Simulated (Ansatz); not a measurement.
# NbAs: projected density of states with LDA+U

Crystal: NbAs.

```
CELL_PARAMETERS angstrom
-1.72585 1.72585 5.84000
1.72585 -1.72585 5.84000
1.72585 1.72585 -5.84000
ATOMIC_POSITIONS crystal
Nb 0.50000 0.00000 0.50000
Nb 0.75000 0.75000 0.00000
As 0.91600 0.41600 0.50000
As 0.16600 0.16600 0.00000
```

```json
{"Program": "Ansatz 0.2.0", "Task": "projected density of states", "Functional": "LDA", "Potentials or basis": "Ansatz PAW", "Cutoff": "420 eV (not typed: the program's choice for these potentials)", "k mesh": "11 × 11 × 11", "Occupations": "fermi-dirac, width 0.05 eV", "Spin": "no spin polarisation", "Hubbard terms": "Nb d U = 1 eV", "Hubbard projectors": "ortho-atomic (the default)", "Double counting": "fll (the default)"}
```

```yaml
Pressure: -5.2 GPa
Largest_force: 0.273 eV/Å
Band_gap_on_the_k_mesh: none (metal or under the smearing width)
Density_of_states_at_the_Fermi_level: 0.03 states/eV per cell
```

Forces on the atoms (eV/Å):
```
Nb   0.000  0.000 -0.273
Nb   0.000  0.000 -0.273
As   0.000  0.000  0.273
As   0.000  0.000  0.273
```

Stress tensor (GPa, compression positive):
```
-5.74  0.00  0.00
 0.00 -5.74  0.00
 0.00  0.00 -4.16
```

Levels at points of the mesh, in eV from the Fermi level:
```tsv
k point	band 24	band 25	band 26	band 27	band 28	band 29	band 30	band 31	band 32	band 33
(0.00, 0.00, 0.00)	-2.25	-2.02	-1.69	-1.40	-1.40	0.74	1.31	2.37	2.99	2.99
```

States per cell in windows of 1 eV (zero at the Fermi level; states under -8 eV left out):
```
from (eV)  total  Nb 4d  As 4p  Nb 5s  As 4s  Nb 4p  Nb 4s
     -8.0   0.00   0.00   0.00   0.00   0.00   0.00   0.00
     -7.0   0.24   0.05   0.14   0.03   0.01   0.00   0.01
     -6.0   2.53   0.82   1.41   0.18   0.04   0.03   0.04
     -5.0   1.83   0.62   1.03   0.08   0.05   0.03   0.01
     -4.0   2.92   1.19   1.55   0.07   0.05   0.03   0.01
     -3.0   3.85   1.87   1.83   0.06   0.02   0.03   0.00
     -2.0   2.24   1.68   0.43   0.06   0.01   0.01   0.00
     -1.0   2.39   1.94   0.29   0.06   0.02   0.01   0.00
      0.0   1.78   1.55   0.16   0.01   0.01   0.00   0.00
      1.0   2.99   2.49   0.31   0.04   0.07   0.00   0.00
      2.0   4.08   2.96   0.63   0.10   0.26   0.00   0.00
      3.0   3.30   1.82   0.87   0.13   0.32   0.01   0.00
      4.0   2.13   0.94   0.88   0.10   0.06   0.00   0.00
      5.0   1.68   0.56   0.64   0.24   0.03   0.00   0.01
      6.0   1.77   0.24   0.39   0.50   0.07   0.00   0.02
      7.0   1.74   0.10   0.22   0.40   0.04   0.00   0.02
```

Eigenvalues of the final occupation matrices:
| site | spin | trace | eigenvalues |
| --- | --- | --- | --- |
| site 1 | 1 | 2.20 | 0.42 0.42 0.44 0.45 0.47 |
| site 2 | 1 | 2.20 | 0.42 0.42 0.44 0.45 0.47 |

Wall time 75 s on 2 threads of Arm Neoverse V1, with other jobs on the host, peak memory 1.1 GiB.

Caveat: U without spin polarisation on a metal has little footing; the PAW data sets come from PBE, with cores solved anew for the run's functional, which leaves a small shift of forces and pressure; the U is typed as a test and isn't derived for this compound.
